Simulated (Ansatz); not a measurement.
The system is Tc.

```xyz
4
Lattice="2.7394 0.0000 0.0000 -1.3697 2.3724 0.0000 0.0000 0.0000 8.7697" Properties=species:S:1:pos:R:3 pbc="T T T"
Tc    1.3697    0.7908    6.5773
Tc    0.0000    0.0000    4.3848
Tc    0.0000    1.5816    2.1924
Tc    0.0000    0.0000    0.0000
```

```yaml
Program: Ansatz 0.2.0
Task: relaxation of cell and atoms
Functional: PBEsol
Potentials_or_basis: Ansatz PAW earlier set
Cutoff: "500 eV (not typed: the program's choice for these potentials)"
k_mesh: 11 × 11 × 3
Occupations: fermi-dirac, width 0.05 eV
Spin: no spin polarisation
```

At the start: volume 14.25 Å³/atom.

**Question.** Where does the relaxation end?

**Answer.** It ends after 4 steps and the volume is 14.01 Å³/atom (-1.6 %); space group P6_3/mmc (No. 194, to 0.05 Å).

The path:
| step | energy change (eV) | largest force (eV/Å) | volume (Å³) |
| --- | --- | --- | --- |
| 1 | 0.0000 | 0.0000 | 56.99 |
| 2 | -0.0167 | 0.0000 | 56.10 |
| 3 | -0.0167 | 0.0000 | 56.05 |
| 4 | -0.0166 | 0.0000 | 56.05 |

Final structure:
```cif
data_structure
_symmetry_space_group_name_H-M 'P 1'
_symmetry_Int_Tables_number 1
_cell_length_a 2.7200
_cell_length_b 2.7200
_cell_length_c 8.7484
_cell_angle_alpha 90.000
_cell_angle_beta 90.000
_cell_angle_gamma 120.000
_cell_volume 56.05
loop_
_atom_site_label
_atom_site_type_symbol
_atom_site_fract_x
_atom_site_fract_y
_atom_site_fract_z
_atom_site_occupancy
Tc1 Tc 0.66667 0.33333 0.75000 1
Tc2 Tc 0.00000 0.00000 0.50000 1
Tc3 Tc 0.33333 0.66667 0.25000 1
Tc4 Tc 0.00000 0.00000 0.00000 1
```

Caveat: the plane-wave basis is chosen anew once the cell has moved, so the energies of steps on either side of that aren't comparable; the PAW data sets come from PBE, with cores solved anew for the run's functional, which leaves a small shift of forces and pressure.
